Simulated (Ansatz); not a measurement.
# Density of states of Cr

```
CELL_PARAMETERS angstrom
2.48530 0.00000 0.00000
-1.24265 2.15234 0.00000
0.00000 0.00000 4.45564
ATOMIC_POSITIONS crystal
Cr 0.33333 0.66667 0.25000
Cr 0.66667 0.33333 0.75000
```

The cell was built from the hcp type and relaxed in the same program, and has space group P6_3/mmc; it needn't be a known or the stable phase.

The calculation used DFT, PBE, all-electron LAPW, scalar-relativistic (Ansatz 0.2.0).

Sampling and basis: a Γ-centred 17×17×9 k mesh, Fermi–Dirac smearing of 0.05 eV, basis error target 1 meV/atom, spin-polarised from start moments Cr1 3, Cr2 3 μB (the moments died away, and the run ended non-magnetic).

Task: Which of the resolved shells contributes most within 0.3 eV of the Fermi level?

Result: Cr 3d, with 92 % of all states there; Cr 4s follows with 5 %.

Task: Where is the centre of the filled Cr 3d states between -14 eV and the top of the filled states?

Result: -1.84 eV from the Fermi level.

Task: Tabulate the density of states.

Result: States per eV and cell, averaged over 0.6 eV, from -7.6 to 1.2 eV, with energies (bin centres) from the Fermi level; empty bins are left out. The partial columns, the largest 4 alone, are projections on Löwdin-orthogonalised atomic shells (those that the program's projection atoms carry: the occupied ones and, for some elements, an empty d or f shell; other empty shells have no column), summed over atoms of an element. Weights on diffuse s and p shells depend on that basis and aren't pure angular character.
```json
{"E (eV)": "-7.4", "total": "0.05", "Cr 3d": "0.00", "Cr 4s": "0.04", "Cr 3p": "0.00", "Cr 3s": "0.01"}
{"E (eV)": "-6.8", "total": "0.12", "Cr 3d": "0.00", "Cr 4s": "0.11", "Cr 3p": "0.00", "Cr 3s": "0.01"}
{"E (eV)": "-6.2", "total": "0.18", "Cr 3d": "0.01", "Cr 4s": "0.16", "Cr 3p": "0.00", "Cr 3s": "0.01"}
{"E (eV)": "-5.6", "total": "0.25", "Cr 3d": "0.03", "Cr 4s": "0.20", "Cr 3p": "0.00", "Cr 3s": "0.01"}
{"E (eV)": "-5.0", "total": "0.35", "Cr 3d": "0.07", "Cr 4s": "0.26", "Cr 3p": "0.01", "Cr 3s": "0.01"}
{"E (eV)": "-4.4", "total": "0.59", "Cr 3d": "0.24", "Cr 4s": "0.33", "Cr 3p": "0.01", "Cr 3s": "0.01"}
{"E (eV)": "-3.8", "total": "1.92", "Cr 3d": "1.49", "Cr 4s": "0.40", "Cr 3p": "0.01", "Cr 3s": "0.02"}
{"E (eV)": "-3.2", "total": "2.67", "Cr 3d": "2.39", "Cr 4s": "0.24", "Cr 3p": "0.02", "Cr 3s": "0.01"}
{"E (eV)": "-2.6", "total": "2.33", "Cr 3d": "2.20", "Cr 4s": "0.10", "Cr 3p": "0.01", "Cr 3s": "0.00"}
{"E (eV)": "-2.0", "total": "3.03", "Cr 3d": "2.89", "Cr 4s": "0.08", "Cr 3p": "0.02", "Cr 3s": "0.00"}
{"E (eV)": "-1.4", "total": "2.16", "Cr 3d": "2.01", "Cr 4s": "0.09", "Cr 3p": "0.01", "Cr 3s": "0.00"}
{"E (eV)": "-0.8", "total": "3.65", "Cr 3d": "3.42", "Cr 4s": "0.16", "Cr 3p": "0.01", "Cr 3s": "0.00"}
{"E (eV)": "-0.2", "total": "3.18", "Cr 3d": "2.90", "Cr 4s": "0.19", "Cr 3p": "0.01", "Cr 3s": "0.00"}
{"E (eV)": "0.4", "total": "3.29", "Cr 3d": "3.11", "Cr 4s": "0.11", "Cr 3p": "0.00", "Cr 3s": "0.00"}
{"E (eV)": "1.0", "total": "2.70", "Cr 3d": "2.57", "Cr 4s": "0.08", "Cr 3p": "0.00", "Cr 3s": "0.00"}
```
